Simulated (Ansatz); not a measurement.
**Relaxing Li2S3**

Computed with Ansatz, DFT PBE, scalar-relativistic, plane waves, PAW. Cutoff 420 eV, Γ-centred k mesh, Gaussian smearing, no spin polarisation in the final step.

The start is a random cell of Li2S3 with space group P31m (No. 157), drawn with lower limits on the distances.

```xyz
5
Lattice="4.6027 0.0000 0.0000 -2.3014 3.9861 0.0000 0.0000 0.0000 6.0043" Properties=species:S:1:pos:R:3 pbc="T T T"
Li    2.3014    1.3287    5.4264
Li    0.0000    2.6574    5.4264
S     3.4500    0.0000    2.0014
S     0.5764    0.9983    2.0014
S    -1.7250    2.9877    2.0014
```

Cell and atoms relax at zero pressure; the relaxation can't lower the symmetry of the start. After a coarse first stage the cell is made exact in the group found at 0.06 Å.

Energies over the elements count from the elements' standard structures at the same level, with no empirical corrections.

Which crystal results?

It ends in P-62m (No. 189). Conventional cell: a = 4.961 Å, c = 3.804 Å. Li has 6 S at 2.61 Å and 3 Li at 2.86 Å; around S lie 2 S at 2.44 Å, 4 Li at 2.61 Å and 4 S at 3.10 Å.

```xyz
5
Lattice="4.9606 0.0000 0.0000 -2.4803 4.2960 0.0000 0.0000 0.0000 3.8036" Properties=species:S:1:pos:R:3 pbc="T T T"
Li    2.4803    1.4320    1.9018
Li    0.0000    2.8640    1.9018
S     3.5520    0.0000    0.0000
S     0.7043    1.2199    0.0000
S    -1.7760    3.0761    0.0000
```

What are its volume, energy, density and gap?

The volume per atom is 16.21 Å³ and the density is 2.25 g/cm³. The energy over the elements is -0.38 eV/atom and the gap on the 12×12×10 mesh is 0 eV (a metal).

The final run used a 12×12×10 mesh on its 5-atom cell and 0.10 eV smearing. The k mesh leaves about 4 meV/atom of noise in metals. Symmetry constrained the relaxation, so the result can be a saddle point. The steps took of the order of 2.1 core-minutes in all.